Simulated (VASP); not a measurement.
A run of VASP 6.6.1 is set up as follows.

The input INCAR:

```
SYSTEM = Ga
ALGO = Fast
EDIFF = 1E-7
ENCUT = 520
GGA = PE
ISIF = 2
ISMEAR = -1
LASPH = .True.
LCHARG = .False.
LREAL = .False.
LWAVE = .False.
NBANDS = 20
NELM = 100
PREC = Accurate
SIGMA = 0.08
```

Contents of KPOINTS:

```
k-points
0
Gamma
  12 12 10
  0 0 0
```

POSCAR

```
Ga
1.0
    1.4500000000     -4.0650000000      0.0000000000
    1.4500000000      4.0650000000      0.0000000000
    0.0000000000      0.0000000000      3.1700000000
Ga
2
Direct
    0.8670000000      0.1330000000      0.2500000000
    0.1330000000      0.8670000000      0.7500000000
```

Potentials or basis: VASP PAW PBE potentials, release 64 (Ga_d).

Run with:

```bash
$ cat potpaw_PBE.64/Ga_d/POTCAR > POTCAR
$ mpirun -np 1 vasp_std > vasp.out
```

Q: What does it give for the band gap on the k mesh?

A: None (metal or under the smearing width).

Q: Predict the largest force.

A: 0.197 eV/Å.

Q: Estimate the pressure.

A: 1.7 GPa.

Stress tensor (GPa, compression positive):
```
-0.67  0.00  0.00
 0.00  3.00  0.00
 0.00  0.00  2.80
```
